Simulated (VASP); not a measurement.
# GaSb (F-43m) in VASP: band structure with LDA

Aim: the band structure of GaSb with LDA.

Program: VASP 6.6.1. These are calculated values, not measurements. Logs are shortened: lines on timing, memory, paths and dates and some standing lists are left out, and cuts for length are marked.

**Experimental background.**

A printed reference work, data compilation reports, for a bulk crystal of GaSb at 4.2 K: band gap 0.811 eV (direct).

The results are compared with them further down.

## (1) Starting point

It takes space group F-43m (No. 216, cubic). The conventional cell has a = 6.050 Å, b = 6.050 Å, c = 6.050 Å, α = 90.00°, β = 90.00°, γ = 90.00°. Ga (site symmetry -43m) is surrounded by 4 Sb at 2.62 Å. Around Sb (site symmetry -43m) lie 4 Ga at 2.62 Å.

## (2) Band structure, LDA

Input file INCAR:

```
SYSTEM = GaSb
PREC = Accurate ; ENCUT = 350
EDIFF = 1E-7 ; ISMEAR = 0
SIGMA = 0.02 ; LREAL = .FALSE.
LASPH = .TRUE. ; NELM = 80
ALGO = Fast ; ISIF = 2
LWAVE = .FALSE. ; LCHARG = .FALSE.
NBANDS = 16
```

Input file KPOINTS:

```
Automatic mesh
0
G
  6 6 6
  0 0 0
```

Input file POSCAR:

```
GaSb                                    
1.0
    0.0000000000      3.0249363664      3.0249363664
    3.0249363664      0.0000000000      3.0249363664
    3.0249363664      3.0249363664      0.0000000000
  Ga              Sb            
     1     1
Direct
     0.0000000000000000    0.0000000000000000    0.0000000000000000
     0.2500000000000000    0.2500000000000000    0.2500000000000000
```

Input file KPOINTS_OPT:

```
path GXWKGLUWLK,UX
15
line-mode
reciprocal
 0.0000000000  0.0000000000  0.0000000000  G
 0.5000000000  0.0000000000  0.5000000000  X

 0.5000000000  0.0000000000  0.5000000000  X
 0.5000000000  0.2500000000  0.7500000000  W

 0.5000000000  0.2500000000  0.7500000000  W
 0.3750000000  0.3750000000  0.7500000000  K

 0.3750000000  0.3750000000  0.7500000000  K
 0.0000000000  0.0000000000  0.0000000000  G

 0.0000000000  0.0000000000  0.0000000000  G
 0.5000000000  0.5000000000  0.5000000000  L

 0.5000000000  0.5000000000  0.5000000000  L
 0.6250000000  0.2500000000  0.6250000000  U

 0.6250000000  0.2500000000  0.6250000000  U
 0.5000000000  0.2500000000  0.7500000000  W

 0.5000000000  0.2500000000  0.7500000000  W
 0.5000000000  0.5000000000  0.5000000000  L

 0.5000000000  0.5000000000  0.5000000000  L
 0.3750000000  0.3750000000  0.7500000000  K

 0.6250000000  0.2500000000  0.6250000000  U
 0.5000000000  0.0000000000  0.5000000000  X
```

Potentials or basis: VASP PAW LDA potentials, release 64 (Ga_d, Sb).

The run is started by

```bash
cat potpaw_LDA.64/Ga_d/POTCAR potpaw_LDA.64/Sb/POTCAR > POTCAR
mpirun -np 1 vasp_std > vasp.out
```

OUTCAR:

```text
SYSTEM = GaSb
   PREC = Accurate
   ENCUT = 350
   EDIFF = 1E-7
   ISMEAR = 0
   LREAL = .FALSE.
   LASPH = .TRUE.
   NELM = 80
   ISIF = 2

 ion  position               nearest neighbor table
   1  0.000  0.000  0.000-   2 2.62   2 2.62   2 2.62   2 2.62
   2  0.250  0.250  0.250-   1 2.62   1 2.62   1 2.62   1 2.62

  LATTYP: Found a face centered cubic cell.
 ALAT       =     6.0498727328

  Lattice vectors:

 A1 = (   0.0000000000,   3.0249363664,   3.0249363664)
 A2 = (   3.0249363664,   0.0000000000,   3.0249363664)
 A3 = (   3.0249363664,   3.0249363664,   0.0000000000)

Analysis of symmetry for initial positions (statically):
=====================================================================
 Subroutine PRICEL returns:
 Original cell was already a primitive cell.

 Routine SETGRP: Setting up the symmetry group for a
 face centered cubic supercell.

 Subroutine GETGRP returns: Found 24 space group operations
 (whereof 24 operations were pure point group operations)
 out of a pool of 48 trial point group operations.

The static configuration has the point symmetry T_d .

Analysis of symmetry for dynamics (positions and initial velocities):
=====================================================================
 Subroutine PRICEL returns:
 Original cell was already a primitive cell.

 Routine SETGRP: Setting up the symmetry group for a
 face centered cubic supercell.

 Subroutine GETGRP returns: Found 24 space group operations
 (whereof 24 operations were pure point group operations)
 out of a pool of 48 trial point group operations.

The dynamic configuration has the point symmetry T_d .

 Subroutine INISYM returns: Found 24 space group operations
 (whereof 24 operations are pure point group operations),
 and found     1 'primitive' translations

----------------------------------------------------------------------------------------

                                     Primitive cell

  volume of cell :      55.3578

  direct lattice vectors                    reciprocal lattice vectors
     0.000000000  3.024936366  3.024936366    -0.165292733  0.165292733  0.165292733
     3.024936366  0.000000000  3.024936366     0.165292733 -0.165292733  0.165292733
     3.024936366  3.024936366  0.000000000     0.165292733  0.165292733 -0.165292733

  length of vectors
     4.277906035  4.277906035  4.277906035     0.286295412  0.286295412  0.286295412

  position of ions in fractional coordinates (direct lattice)
     0.000000000  0.000000000  0.000000000
     0.250000000  0.250000000  0.250000000
[... 70 lines left out ...]
   EDIFFG = 0.1E-05   stopping-criterion for IOM
   NSW    =      0    number of steps for IOM
   IBRION =     -1    ionic relax: 0-MD 1-quasi-New 2-CG
   NFREE  =      0    steps in history (QN), initial steepest desc. (CG)
   ISIF   =      2    stress and relaxation
   ISYM   =      2    0-nonsym 1-usesym 2-fastsym
   POTIM  = 0.5000    time-step for ionic-motion
   TEBEG  =    0.0;   TEEND  =   0.0 temperature during run
   PSTRESS=    0.0 pullay stress
   NELECT =      18.0000    total number of electrons
   NUPDOWN=      -1.0000    fix difference up-down
   EMIN   =  10.00;   EMAX   =-10.00  energy-range for DOS
   EFERMI =   0.00;   METHOD = LEGACY
   ISMEAR =     0;   SIGMA  =   0.02  broadening in eV -4-tet -1-fermi 0-gaus
   EFERMI_NEDOS =   21; number of points for ismear=-14 and -15
   IALGO  =     68    algorithm
   IMIX   =      4    mixing-type and parameters
     AMIX     =   0.40;   BMIX     =  1.00
     AMIX_MAG =   1.60;   BMIX_MAG =  1.00
  volume/ion in A,a.u.               =      27.68       186.79
  Fermi-wavevector in a.u.,A,eV,Ry     =   1.125743  2.127347 17.242640  1.267298
  Thomas-Fermi vector in A             =   2.262422
   LORBIT       =      0    0 simple, 1 ext, 2 COOP (PROOUT), +10 PAW based schemes
   GGA     = CA    functional components
   LHFCALC =     F    Hartree Fock is set to
   AEXX    =    0.0000 exact exchange contribution
   IVDW    =     0    specifies the selected vdW correction
   LEPSILON=     F    determine dielectric tensor
   LRPA    =     F    only Hartree local field effects (RPA)
 non-spin polarized calculation
 RMM-DIIS sequential band-by-band and
 Gauss-broadening in eV      SIGMA  =   0.02
  energy-cutoff  :      350.00
  volume of cell :       55.36
 maximum number of plane-waves:       869
 NGX is ok and might be reduce to    28
   NGX = 13   NGY = 13   NGZ = 13

 number of electron      17.9999999 magnetization

 Free energy of the ion-electron system (eV)
  ---------------------------------------------------
  ext. energy  EPLUGINS =         0.00000000
  ---------------------------------------------------
  free energy    TOTEN  =        -8.64021476 eV

  energy without entropy =       -8.64021469  energy(sigma->0) =       -8.64021472

 E-fermi :   5.0979     XC(G=0):  -9.5389

 val. band max:        5.0401201531   @ k =   0.0000   0.0000   0.0000
 cond. band min:       5.1518780464   @ k =   0.0000   0.0000   0.0000
 fundamental gap:      0.1117578933
 Fermi energy:         5.0978575746

 k-point     1 :       0.0000    0.0000    0.0000
  band No.  band energies     occupation
      1     -10.1775      2.00000
      2     -10.1775      2.00000
      3     -10.1775      2.00000
      4     -10.1231      2.00000
      5     -10.1231      2.00000
      6      -6.7161      2.00000
[... 281 lines left out ...]
      3     -10.1513      2.00000
      4     -10.1319      2.00000
      5     -10.1212      2.00000
      6      -4.0903      2.00000
[... 8 lines left out ...]
     15      15.0870      0.00000
     16      16.3952      0.00000

------------------------ aborting loop because EDIFF is reached ----------------------------------------

  FORCE on cell =-STRESS in cart. coord.  units (eV):
  Direction    XX          YY          ZZ          XY          YZ          ZX
  --------------------------------------------------------------------------------------
  -------------------------------------------------------------------------------------
  Total       -0.0026114     -0.0026114     -0.0026114      0.0000000      0.0000000      0.0000000
  in kB       -0.0755798     -0.0755798     -0.0755798      0.0000000      0.0000000      0.0000000
  external PRESSURE =      -0.0755798 kB  Pullay stress =       0.0000000 kB

 VOLUME and BASIS-vectors are now :
 -----------------------------------------------------------------------------
  energy-cutoff  :      350.00
  volume of cell :       55.36
      direct lattice vectors                 reciprocal lattice vectors
     0.000000000  3.024936366  3.024936366    -0.165292733  0.165292733  0.165292733
     3.024936366  0.000000000  3.024936366     0.165292733 -0.165292733  0.165292733
     3.024936366  3.024936366  0.000000000     0.165292733  0.165292733 -0.165292733

 POSITION                                       TOTAL-FORCE (eV/Angst)
 -----------------------------------------------------------------------------------
      0.00000      0.00000      0.00000         0.000000     -0.000000      0.000000
      1.51247      1.51247      1.51247        -0.000000      0.000000     -0.000000
 -----------------------------------------------------------------------------------
    total drift:                                0.000001      0.000001      0.000001

  FREE ENERGIE OF THE ION-ELECTRON SYSTEM (eV)
  ---------------------------------------------------
  free  energy   TOTEN  =        -8.6402147591 eV

  energy  without entropy=       -8.6402146860  energy(sigma->0) =       -8.64021472
```

OSZICAR:

```text
N       E                     dE             d eps       ncg     rms          rms(c)
DAV:   1     0.732728769106E+02    0.73273E+02   -0.70449E+03   512   0.113E+03
DAV:   2    -0.306175886063E+01   -0.76335E+02   -0.73559E+02   624   0.252E+02
DAV:   3    -0.867345040292E+01   -0.56117E+01   -0.56043E+01   640   0.598E+01
DAV:   4    -0.877064942550E+01   -0.97199E-01   -0.97195E-01   640   0.901E+00
DAV:   5    -0.877303709819E+01   -0.23877E-02   -0.23876E-02   680   0.119E+00    0.345E+00
RMM:   6    -0.867836955496E+01    0.94668E-01   -0.62683E-02   686   0.253E+00    0.207E+00
RMM:   7    -0.864014460065E+01    0.38225E-01   -0.61755E-02   711   0.160E+00    0.276E-01
RMM:   8    -0.864009720816E+01    0.47392E-04   -0.84948E-03   732   0.730E-01    0.804E-02
RMM:   9    -0.864019975389E+01   -0.10255E-03   -0.10717E-03   771   0.265E-01    0.217E-02
RMM:  10    -0.864020859326E+01   -0.88394E-05   -0.16624E-04   767   0.117E-01    0.138E-02
[... 74 further cycles ...]
DAV:   7    -0.168277670175E+04   -0.55378E-05      672
DAV:   8    -0.168277670181E+04   -0.59600E-07      552
       N       E                     dE             ncg
DAV:   1     0.480652820877E+04   -0.32282E+04      192
DAV:   2     0.434800860810E+04   -0.45852E+03      216
DAV:   3     0.431492443847E+04   -0.33084E+02      256
DAV:   4     0.431442222052E+04   -0.50222E+00      280
DAV:   5     0.431441015660E+04   -0.12064E-01      256
DAV:   6     0.431440956922E+04   -0.58738E-03      304
DAV:   7     0.431440956737E+04   -0.18495E-05      232
DAV:   8     0.431440956735E+04   -0.22002E-07      224
```

stdout:

```text
POSCAR found type information on POSCAR GaSb
 POSCAR found :  2 types and       2 ions
 scaLAPACK will be used
 LDA part: xc-table for (Slater(with rela. corr.)+CA(PZ))
 , standard interpolation
 POSCAR, INCAR and KPOINTS ok, starting setup
 FFT: planning ... GRIDC
 FFT: planning ... GRID_SOFT
 FFT: planning ... GRID
 WAVECAR not read
 entering main loop
WARNING in EDDRMM: call to ZHEGV failed, returncode =   8  4     15
 Start KPOINTS_OPT (optional k-point list driver)
k-point batch [1-16\150]
k-point batch [17-32\150]
k-point batch [33-48\150]
k-point batch [49-64\150]
k-point batch [65-80\150]
k-point batch [81-96\150]
k-point batch [97-112\150]
k-point batch [113-128\150]
k-point batch [129-144\150]
k-point batch [145-150\150]
```

Wall time 38 s (1 thread of Intel Xeon Platinum 8488C (Sapphire Rapids), shared host); peak memory 0.15 GiB.

What came out:

* Free energy: -8.6402 eV
* Pressure: 0.0 GPa
* Band gap on the k mesh: 0.11 eV, direct
* Band gap along the path: 0.11 eV, direct

Levels at the corners of the path, in eV from the valence-band top:
```
point  band 7  band 8  band 9  band 10  band 11  band 12
    Γ    0.00    0.00    0.00     0.11     2.73     2.73
    X   -7.01   -2.70   -2.70     0.79     1.09     8.79
    X   -7.01   -2.70   -2.70     0.79     1.09     8.79
    W   -6.87   -3.53   -3.30     3.73     4.25     4.41
    W   -6.87   -3.53   -3.30     3.73     4.25     4.41
    K   -6.82   -3.80   -2.30     1.29     3.84     6.64
    K   -6.82   -3.80   -2.30     1.29     3.84     6.64
    Γ    0.00    0.00    0.00     0.11     2.73     2.73
    Γ    0.00    0.00    0.00     0.11     2.73     2.73
    L   -6.58   -1.21   -1.21     0.36     3.71     3.71
    L   -6.58   -1.21   -1.21     0.36     3.71     3.71
    U   -6.82   -3.80   -2.30     1.29     3.84     6.64
    U   -6.82   -3.80   -2.30     1.29     3.84     6.64
    W   -6.87   -3.53   -3.30     3.73     4.25     4.41
    W   -6.87   -3.53   -3.30     3.73     4.25     4.41
    L   -6.58   -1.21   -1.21     0.36     3.71     3.71
    L   -6.58   -1.21   -1.21     0.36     3.71     3.71
    K   -6.82   -3.80   -2.30     1.29     3.84     6.64
    U   -6.82   -3.80   -2.30     1.29     3.84     6.64
    X   -7.01   -2.70   -2.70     0.79     1.09     8.79
```

Caveat: the cutoff is under 1.25 times the usual one of these potentials, so pressure, stress and relaxed cells hold a basis-set (Pulay) error; spin-orbit coupling is left out, which moves the levels of the heavy elements.

## (3) How close it comes

Step 2. Measured gap of GaSb: 0.811 eV (direct; 4.2 K; a printed reference work, data compilation). This calculation gives 0.11 eV (-0.70 eV). Spin-orbit coupling on Ga, Sb is left out. The value is that of LDA, without temperature or zero-point motion. Semilocal functionals fall short of measured gaps as a rule.
